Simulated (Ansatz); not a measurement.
**Y under pressure: fit and missing row**

Y, P6_3/mmc, a = 3.598 Å, c = 5.586 Å. Ansatz: PBEsol, PAW, 420 eV, Γ-centred 12×12×8 mesh on 2 atoms, Gaussian smearing 0.10 eV; no spin polarisation. Cell and atoms are relaxed at each pressure, and no other structure is tried, so the rows at high pressure may lie past a change of phase.

```
V (Å³/atom) P (GPa)
     17.116    60.02
     20.952    30.05
          ?    15.00
     26.863     8.00
     29.355     2.99
     31.303     0.01
     33.872    -2.99
```

Problem. Take V0 = 31.303 Å³/atom, count pressures from its P0 = 0.01 GPa, fit the third-order Birch–Murnaghan form to the other rows, and predict the missing volume.

Solution. With the Eulerian strain f = ½[(V0/V)^(2/3) − 1] and y = (P − P0)/[3f(1 + 2f)^(5/2)], the form is the line y = B0 + 1.5 B0 (B0′ − 4) f. Rows (f, y): 0.24775, 29.5; 0.15345, 33.4; 0.05368, 38.4; 0.02188, 40.8; -0.02561, 44.5. Means f = 0.09023, y = 37.320; Σ(Δf)² = 0.04824, ΣΔfΔy = -2.589; the slope is their ratio. y = 42.16 − 53.67 f GPa, so B0 = 42.2 GPa and B0′ = 4 + 2 × (-53.67)/(3 × 42.16) = 3.15. P = 15.00 GPa is met at f = 0.08880 (y = 37.39), so V = V0 (1 + 2f)^(−3/2) = 24.496 Å³/atom. The run gave 24.380 Å³/atom, so the fit is 0.116 Å³/atom too high, within twice the rms miss on the fitted rows (0.085 Å³/atom).

The mesh isn't the same in all rows (12×12×8, 18×18×8).